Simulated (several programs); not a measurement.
**PbTe (NiAs type) from semi-empirical methods to plane-wave DFT**

PbTe, NiAs type, relaxed with r2SCAN in Ansatz, was computed with several methods. It is hexagonal, P6_3/mmc (No. 194); conventional cell a = 4.544 Å, c = 7.926 Å, 35.43 Å³ an atom. Around Pb lie 6 Te at 3.29 Å; around Te lie 6 Pb at 3.29 Å. No spin polarisation. The prototype was imposed, so other structures may be more stable.

```
CELL_PARAMETERS angstrom
4.54395 0.00000 0.00000
-2.27198 3.93518 0.00000
0.00000 0.00000 7.92576
ATOMIC_POSITIONS crystal
Pb 0.00000 0.00000 0.00000
Pb 0.00000 0.00000 0.50000
Te 0.33333 0.66667 0.25000
Te 0.66667 0.33333 0.75000
```

Gaps and times are for a single point on this cell; volume and bulk modulus come from each method's own relaxation or energy curve at fixed shape, which is too stiff where a cell has free coordinates or axes. Times are rough, from shared hosts (AMD EPYC 9R45 96-Core Processor; Arm Neoverse V1), and each method has its own mesh and cell size. A double dagger marks a value from a curve with shape and coordinates held. A star marks a curve whose lowest point is an end point. PM6 (MOPAC), PM7 (MOPAC), GFN1-xTB (tblite), GFN2-xTB (tblite) treat a cluster of cells at its zone centre, which samples few k points: where these miss a band edge, the gap comes out too large for that reason alone. Gaps from k meshes are read at a limited set of points (mesh, symmetry points, PBE's band edges), so each method's own least gap may be somewhat smaller. xTB and the PM methods were fitted mostly to molecules, and can miss a solid's gap by electronvolts. Minimal bases can be far off for gaps. Times of the plane-wave ladder aren't listed, since it ran on unlike processors and cards. Curves at held shape can't give the bulk modulus of a layered or molecular crystal, so none is listed. GLLB-SC's gap includes the derivative discontinuity. d marks a direct gap, i an indirect one (no mark: not told apart), a dash a value that wasn't computed or didn't pass its checks.

| method | kind | gap (eV) | own volume (Å³/atom) | bulk modulus (GPa) | atoms computed | processor time |
| --- | --- | --- | --- | --- | --- | --- |
| PBEsol | semilocal | – | 33.91 | – | 4 | – |
| PM6 (MOPAC) | semi-empirical | 2.69 | – | – | cluster | 0.96 s |
| GFN1-xTB (tblite) | tight binding | 0.75 | 31.50*‡ | – | cluster | 1.1 s |
| PM7 (MOPAC) | semi-empirical | 6.02 | – | – | cluster | 1.3 s |
| light PBE (260 eV and a coarse mesh) | light plane-wave | 0.07 i | – | – | 4 | 2 s |
| GFN2-xTB (tblite) | tight binding | 1.27 | – | – | cluster | 2 s |
| LDA | semilocal | overlap 0.03 | 32.87 | – | 4 | – |
| PBE/SZV (CP2K) | small basis | 0.21 i | 37.18‡ | – | 4 | 7.1 s |
| PBE | semilocal | 0.06 i | 36.01 | – | 4 | – |
| PBE/single zeta (GPAW) | small basis | 0.13 i | – | – | 4 | 12 s |
| PBE/DZVP (CP2K) | small basis | 0.01 | 36.10‡ | – | 4 | 14 s |
| PBE+SOC | semilocal | overlap 0.23 | – | – | 4 | – |
| r2SCAN | semilocal | 0.38 i | 35.43 | – | 4 | – |
| GLLB-SC (GPAW) | model potential | 0.52 | – | – | 4 | 89 s |
| HSE06 | hybrid | 0.42 i | 35.35 | – | 4 | – |
| PBE0 | hybrid | 0.97 i | – | – | 4 | – |

Against HSE06 (0.42 eV) and with closed or daggered gaps left aside, the nearest gap at the points sampled is that of r2SCAN (-0.04 eV) and the farthest that of PM7 (MOPAC) (+5.60 eV). HSE06 is only a yardstick of convenience, and nearness to it can be luck.

Volumes against r2SCAN's: PBEsol -4.3 %, LDA -7.2 %, PBE +1.6 %, HSE06 -0.2 %.

Only the rows marked +SOC include spin-orbit coupling.
